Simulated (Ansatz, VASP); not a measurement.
Two plane-wave programs on Rb

```
CELL_PARAMETERS angstrom
-2.87615 2.87615 2.87615
2.87615 -2.87615 2.87615
2.87615 2.87615 -2.87615
ATOMIC_POSITIONS crystal
Rb 0.00000 0.00000 0.00000
```

Change from the starting cell: strain +0.025 along x and y, +0.025 along z, atoms carried along.

Alike in both runs: task single point; functional PBEsol; k mesh 12 × 12 × 12; occupations gaussian, width 0.15 eV; no spin polarisation.

```csv
,VASP,Ansatz
version,VASP 6.6.1,Ansatz 0.2.0
potentials or method,"VASP PAW PBE potentials, release 64 (Rb_sv)","scalar-relativistic, plane waves, PAW"
plane-wave cutoff (eV),520,420
valence electrons in the cell,9,9
```

```tsv
	VASP	Ansatz	Ansatz less VASP
gap on the k mesh at the Fermi level (eV)	none	none	-
pressure (GPa)	-0.2	-0.2	0.00
```

A gap of «none» marks a metal or a gap that the smearing closes. With one functional, cell and mesh, what is left measures potentials, basis and numerics.

Caveats: the PAW data sets were made with another functional, which shifts forces and pressure a little (VASP).
